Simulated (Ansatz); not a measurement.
Ge built on the lonsdaleite prototype: a single-point calculation in the plane-wave code Ansatz (r2SCAN). The cell was relaxed with r2SCAN and then strained (epitaxial +1.0 % in the xy plane, free normal strain -0.33 %), with the atoms relaxed again with r2SCAN; k points keep the names of the unstrained zone.

input.yaml:
```yaml
crystal:
  lattice:
    - [4.0375913594, 0.0, 0.0]
    - [-2.0187956797, 3.4966566874, 0.0]
    - [0.0, 0.0, 6.5710148446]
  atoms:
    - { symbol: Ge, position: [0.3333333333, 0.6666666667, -0.0004448524] }
    - { symbol: Ge, position: [0.6666666667, 0.3333333333, 0.4995551476] }
    - { symbol: Ge, position: [0.3333333333, 0.6666666667, 0.3754448524] }
    - { symbol: Ge, position: [0.6666666667, 0.3333333333, 0.8754448524] }
kpoints:
  mp_grid: { grid: [12, 12, 4] }
  band_path:
    path:
      - [0.0, 0.0, 0.0]
      - [0.5, 0.0, 0.0]
      - [0.3333333333, 0.3333333333, 0.0]
      - [0.0, 0.0, 0.5]
      - [0.5, 0.0, 0.5]
      - [0.3333333333, 0.3333333333, 0.5]
      - [0.0, 0.0, 0.05]
      - [0.0, 0.0, 0.15]
    npoints: 1
hamiltonian:
  xc: r2scan
scf:
  occupations: { method: fermi_dirac, width: 0.02 }
  n_extra_bands: 5
output:
  forces: true
  stress: true
  eigenvalues: true
```

Q: Predict the output.

A: Output, abridged:
```
Pseudopotential: Ge, paw, valence charge 14, recommended cutoff 500 eV (meta_gga)
Functional definition: r2SCAN
Crystal: 4 atoms, lattice volume = 92.770 Å³
Basis set: ecut = 500 eV, 2345 PW (Γ)
Bands: 33, of which v1, the nominal top of the filled ones, is band 28 counted from 1 (27 counted from 0)
Symmetry: 24 space group operations
Space group: P63/mmc (ITA 194)
k-points: 57 of 576
SCF iter   1: HF=-17211.529062 eV  Δρ=6.31e-3  dr2=1.20e-2
SCF iter   2: HF=-17211.546160 eV  Δρ=1.67e-3  dr2=1.01e-3
SCF iter   3: HF=-17211.546316 eV  Δρ=1.23e-3  dr2=5.11e-4
SCF iter   4: HF=-17211.546408 eV  Δρ=8.93e-5  dr2=7.39e-6
SCF iter   5: HF=-17211.546406 eV  Δρ=4.00e-5  dr2=1.79e-6
SCF iter   6: HF=-17211.546407 eV  Δρ=9.96e-6  dr2=1.11e-7
SCF iter   7: HF=-17211.546407 eV  Δρ=3.34e-6  dr2=1.32e-8
SCF 1 converged in 7 iterations: F = -17211.546407 eV  dr2 = 1.32e-8
SCF converged after 7 iterations
Free energy (F): -17211.546407 eV
Internal energy: -17211.546303 eV  (E = F + TS)
E sigma→0 (E₀):  -17211.546355 eV
Entropy (-TS):   -0.000104 eV (-0.026 meV/atom)
Fermi energy:    8.206093 eV
--- Forces (eV/Å), atoms counted from 1 ---
  atom   1  Ge      0.00000      0.00000      0.00580
  atom   2  Ge      0.00000      0.00000      0.00580
  atom   3  Ge      0.00000      0.00000    -0.00580
  atom   4  Ge      0.00000      0.00000    -0.00580
--- Stress (GPa, compression-positive) ---
       -1.774160       0.000000       0.000000
        0.000000      -1.774160       0.000000
        0.000000       0.000000       0.325180
  P = ⅓ Tr σ = -1.0744 GPa (-10.744 kbar)
--- Band table (eV; the first three rows and the last of 57) ---
  k-point 0: bands = […, 0.3281, 6.5020, 6.5020, 8.0185, 8.1048, 8.2061, 8.2061, 8.4008, 10.4815, 10.4815, …]
  k-point 1: bands = […, 1.2850, 5.7006, 6.6770, 6.6770, 7.8230, 7.8230, 8.3165, 9.5789, 10.8714, 10.8714, …]
  k-point 2: bands = […, 3.2902, 3.2902, 7.1663, 7.1663, 7.1663, 7.1663, 8.9184, 8.9184, 11.6522, 11.6522, …]
  k-point 56: bands = […, -0.2671, -0.2671, 3.7653, 3.7653, 6.0795, 6.0795, 9.7112, 9.7112, 12.6571, 12.6571, …]
```
The trailing digits, and the zero of the energies, depend on the potentials and thresholds.

The rows of the band table are 0: (0, 0, 0) = Γ, 1: (0, 0, 1/4), 2: (0, 0, -1/2) = A, 56: (1/3, 1/3, -1/2) = H.

Levels at the listed points, from bands.tsv (eV from the Fermi energy, bands near the gap, counted from 0):
```tsv
# k_distance	band_23	band_24	band_25	band_26	band_27	band_28	band_29	band_30	band_31
# fermi_ev = 8.206093
# [0, 0, 0] at k_distance = 0.000000
# [0.5, 0, 0] at k_distance = 0.898456
# [0.3333333333, 0.3333333333, 0] at k_distance = 1.417180
# [0, 0, 0.5] at k_distance = 2.559492
# [0.5, 0, 0.5] at k_distance = 3.457948
# [0.3333333333, 0.3333333333, 0.5] at k_distance = 3.976672
# [0, 0, 0.05] at k_distance = 5.099813
# [0, 0, 0.15] at k_distance = 5.195433
# levels_relative_to = fermi_ev
0.000	-1.704	-1.704	-0.188	-0.101	0.000	0.000	0.195	2.275	2.275
0.898	-6.977	-4.749	-3.305	-2.918	-1.588	0.601	1.856	3.827	3.857
1.417	-7.860	-5.173	-3.618	-3.618	-3.311	1.680	4.953	4.953	5.231
2.559	-4.916	-1.040	-1.040	-1.040	-1.040	0.712	0.712	3.446	3.446
3.458	-8.164	-2.636	-2.636	-2.611	-2.611	0.681	0.681	2.332	2.332
3.977	-8.473	-4.441	-4.441	-2.127	-2.127	1.505	1.505	4.451	4.451
5.100	-1.697	-1.697	-0.518	-0.093	-0.019	-0.019	0.498	2.294	2.294
5.195	-1.640	-1.640	-1.498	-0.156	-0.156	-0.025	1.188	2.431	2.431
```
In order the rows are Γ, M, K, A, L, H, Γ–A (0.10), Γ–A (0.30).

r2SCAN gives no gap: the lowest nominally empty band dips 0.02 eV below the top of the last filled one (its bottom at Γ–A (0.30 of the way from Γ), the top at Γ), so the cell is a metal or semimetal at this level. Edges are sought over the mesh and the listed points. The mean pressure at these positions is -1.07 GPa, compression counted positive.

(Simulation; spin polarisation is off.)

Spin-orbit coupling is left out.
